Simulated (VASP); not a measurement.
## TePb: relaxation of cell and atoms with PBE+D3(BJ)

The system is TePb.

```
Pb Te
1.0
     0.00000    3.23100    3.23100
     3.23100    0.00000    3.23100
     3.23100    3.23100    0.00000
Pb Te
1 1
Direct
  0.00000 0.00000 0.00000
  0.50000 0.50000 0.50000
```

```json
{
 "Program": "VASP 6.6.1",
 "Task": "relaxation of cell and atoms",
 "Functional": "PBE",
 "Dispersion": "D3(BJ)",
 "Potentials or basis": "VASP PAW PBE potentials, release 64 (Pb_d, Te)",
 "Cutoff": "600 eV",
 "k mesh": "7 × 7 × 7",
 "Occupations": "fermi-dirac, width 0.05 eV",
 "Spin": "no spin polarisation",
 "Further INCAR settings": "ALGO = Fast; EDIFF = 1e-06; IBRION = 2; EDIFFG = -0.01; NSW = 40; ISIF = 3"
}
```

| Property | Result |
| --- | --- |
| Relaxed volume | 33.82 Å³/atom |
| Relaxed cell | a = 4.574 Å, b = 4.574 Å, c = 4.574 Å, α = 60.00°, β = 60.00°, γ = 60.00° |
| Space group after relaxing (to 0.05 Å) | Fm-3m (No. 225) |
| Energy gained by relaxing | 0.0 meV/atom |
| Ionic steps | 4 |
| Pressure after relaxing | 0.0 GPa |
| Dispersion energy per atom | -0.401 eV |

Final structure:
```
CELL_PARAMETERS angstrom
0.00000 3.23398 3.23398
3.23398 0.00000 3.23398
3.23398 3.23398 0.00000
ATOMIC_POSITIONS crystal
Pb 0.00000 0.00000 0.00000
Te 0.50000 0.50000 0.50000
```

Levels at points of the mesh, in eV from the Fermi level:
```tsv
k point	band 7	band 8	band 9	band 10	band 11	band 12	band 13	band 14
(0.00, 0.00, 0.00)	-6.01	-1.75	-1.75	-1.75	3.66	3.66	3.66	5.39
```

Wall time 67 s on 1 thread of Intel(R) Xeon(R) Platinum 8375C CPU @ 2.90GHz (Ice Lake), on a shared host, peak memory 0.26 GiB.

Caveat: this odd mesh misses L, where the gap lies, so gap, dielectric constants and Born charges aren't listed. Spin-orbit coupling is left out, which matters for the levels of Pb, Te.
